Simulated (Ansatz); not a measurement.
**C (hcp type): a single-point run**

The task is a single-point run on C (hcp type). The structure is shown as the input types it.

Computed with Ansatz 0.2.0 (DFT, PBE, PAW with Ansatz's default frozen-core files, scalar-relativistic, unless a step's input says otherwise).

**1. The starting structure**

The structure is monoclinic, space group C2/m (No. 12). Conventional cell: a = 3.638 Å, b = 2.100 Å, c = 3.403 Å, α = 90.00°, β = 90.00°, γ = 90.00°. C (site symmetry m) has 1 C at 1.21 Å as nearest neighbours.

As a file:

```xyz
2
Lattice="2.1004 0.0000 0.0000 -1.0502 1.8190 0.0000 0.0000 0.0000 3.4026" Properties=species:S:1:pos:R:3 pbc="T T T"
C    -0.2205    1.0853    0.4934
C     1.2707    0.7337    2.9092
```

**2. The run**

The input, input.yaml:

```yaml
crystal:
  lattice:
    - [2.1003865828, 0.0, 0.0]
    - [-1.0501932914, 1.8189881384, 0.0]
    - [0.0, 0.0, 3.4026262641]
  atoms:
    - { symbol: C, position: [0.1933333333, 0.5966666667, 0.145] }
    - { symbol: C, position: [0.8066666667, 0.4033333333, 0.855] }
kpoints:
  mp_grid: { grid: [16, 16, 9] }
scf:
  occupations: { method: fermi_dirac, width: 0.05 }
  convergence: { dr2_threshold: 1.0e-20 }
  max_iter: 60
hamiltonian:
  xc: pbe
  pseudopotentials: { kind: paw }
output:
  forces: true
  stress: true
  eigenvalues: true
basis:
  ecutwfc: 1000
```

Started as:

```
> ansatz run input.yaml --threads 1 --pin off --max-ram 2048MiB --backend cpu --events-out ev --progress --plain --runs-dir out
```

Standard output (excerpt; [...] marks lines left out):

```text
[...]
Pseudopotentials: kind: paw
Pseudopotential: C, paw, valence charge 4, recommended cutoff 420 eV (normal)
Functional definition: PBE
[...]
Crystal: 2 atoms, lattice volume = 13.000 Å³
Basis set: ecut = 1000 eV, 941 PW (Γ), exchange–correlation on 48×48×72 points (8 copies of the dense FFT grid, shifted against one another)
Bands: 8, of which v1, the nominal top of the filled ones, is band 4 counted from 1 (3 counted from 0)
Symmetry: 4 space group operations
Space group: C2/m (ITA 12), of the structure as read, at distance tolerance 2.4e-5 Å
k-points: 617 of 2304
[...]
SCF iter   1: F=—  HF=-492.935357 eV  |F-HF|=—  |Δ(HF+E_count)|=         —  Δρ=1.39e-2  dr2=1.49e-2  ethr=1.77e-3  ⟨swp⟩=5.8  Hψ=35233  notcnv=0
[...]
SCF iter  12: F=-492.938088 eV  HF=-492.938088 eV  |F-HF|=5.68e-14  |Δ(HF+E_count)|=    0.00e0  Δρ=2.15e-12  dr2=4.77e-22  ethr=1.00e-12  ⟨swp⟩=1.5  Hψ=8351  notcnv=0
[...]
SCF converged after 12 iterations
Free energy (F): -492.938088 eV
[...]
E sigma→0 (E₀):  -492.934302 eV
Entropy (-TS):   -0.007572 eV (-3.786 meV/atom)
Fermi energy:    10.853643 eV
[...]
--- Forces (eV/Å), atoms counted from 1 ---
  atom   1  C      5.68403229     3.28167757     8.64792149
  atom   2  C     -5.68403229    -3.28167757    -8.64792149
[...]
--- Stress (GPa, compression-positive) ---
      123.890132      13.197859      80.623961
       13.197859     108.650557      46.548265
       80.623960      46.548265     104.097515
  P = ⅓ Tr σ = 112.2127 GPa (1122.127 kbar)
--- Band table (eV; the first three rows and the last of 617) ---
  k-point 0: bands = ["-11.8333", "2.5333", "4.0350", "15.0037", "16.1634", "18.8206", "20.5871", "31.1445"]
[...]
```

Wall time 4.2 s (1 thread of AMD EPYC 9R45 (Zen 5), shared host); peak memory 0.57 GiB.

**3. A second look at the input**

This run ends as converged. It gives a pressure of 112 GPa and a largest force of 10.9 eV/Å, which is large; a structure far from rest gives such values too, whatever the setting.

The suspect setting: scf.convergence.dr2_threshold is 1.0e-20. What could go wrong: threshold needlessly tight. Once met, so tight a threshold does no harm; it costs cycles.

The test: delete scf.convergence.dr2_threshold (the default then holds).

**4. A check with that setting changed**

Other changes include scf.max_iter.

input.yaml: that of step 2 with these lines changed.

```diff
@@ -12,4 +12,2 @@
   occupations: { method: fermi_dirac, width: 0.05 }
-  convergence: { dr2_threshold: 1.0e-20 }
-  max_iter: 60
 hamiltonian:
```

Started as:

```
> ansatz run input.yaml --threads 1 --pin off --max-ram 2048MiB --backend cpu --events-out ev --progress --plain --runs-dir out
```

The main lines of its log:

```text
[...]
Basis set: ecut = 1000 eV, 941 PW (Γ), exchange–correlation on 48×48×72 points (8 copies of the dense FFT grid, shifted against one another)
[...]
k-points: 617 of 2304
[...]
SCF iter   1: F=—  HF=-492.935357 eV  |F-HF|=—  |Δ(HF+E_count)|=         —  Δρ=1.39e-2  dr2=1.49e-2  ethr=1.77e-3  ⟨swp⟩=5.8  Hψ=35233  notcnv=0
preconditioner: auto → none  [metal: Δε(μ)=0.013 eV  Ē_g=16.390 eV  σ=0.050 eV  W_gap=0.06  n_scr=2 (ndim 8)  ℏωp=29.1 eV  f_vac=0.000  D(μ)=0.96/eV (n_scr^D=8)  sad-step TF]
SCF iter   2: F=—  HF=-492.937149 eV  |F-HF|=—  |Δ(HF+E_count)|=   1.79e-3  Δρ=7.50e-3  dr2=4.27e-3  ethr=1.87e-4  ⟨swp⟩=1.8  Hψ=10413  notcnv=0  defer=78
[...]
SCF iter   5: F=-492.938088 eV  HF=-492.938088 eV  |F-HF|=5.83e-9  |Δ(HF+E_count)|=   8.74e-8  Δρ=1.82e-5  dr2=2.26e-8  ethr=1.36e-8  ⟨swp⟩=2.4  Hψ=6676  notcnv=0  defer=78
SCF iter   6: F=-492.938088 eV  HF=-492.938088 eV  |F-HF|=4.84e-11  |Δ(HF+E_count)|=   1.36e-8  Δρ=2.53e-6  dr2=5.52e-10  ethr=2.82e-10  ⟨swp⟩=3.0  Hψ=19501  notcnv=0
[...]
SCF converged after 6 iterations
Free energy (F): -492.938088 eV
[...]
E sigma→0 (E₀):  -492.934302 eV
[...]
Fermi energy:    10.853654 eV
[...]
  P = ⅓ Tr σ = 112.2131 GPa (1122.131 kbar)
[...]
```

It took 3.3 s on 1 thread of AMD EPYC 9R45 (Zen 5), shared host; peak memory 0.57 GiB.

```
       run     ending  energy change  pressure (GPa)  gap (eV)  force (eV/Å)  cycles   time
 first try  converged   0.0 meV/atom           112.2      0.00         10.86      12  4.2 s
second try  converged              0           112.2      0.00         10.86       6  3.3 s
```

**5. What came out**

```
                           quantity                      value
                          first try   converged, 12 SCF cycles
                 setting under test      dr2_threshold 1.0e-20
                         second try    converged, 6 SCF cycles
energy (zero set by the potentials)               -492.9381 eV
                           pressure                 112.21 GPa
                    gap on the mesh  none (metal on this mesh)
                      largest force                10.857 eV/Å
```

**Reading.** Both runs end at the same energy: the doubtful setting did not spoil the result here, but it cost 12 cycles against 6. The largest force in the second run is 10.857 eV/Å, so the atoms are not at their relaxed places. The structure is not at rest: the sound run finds 112 GPa, so these are no properties of the relaxed crystal. 
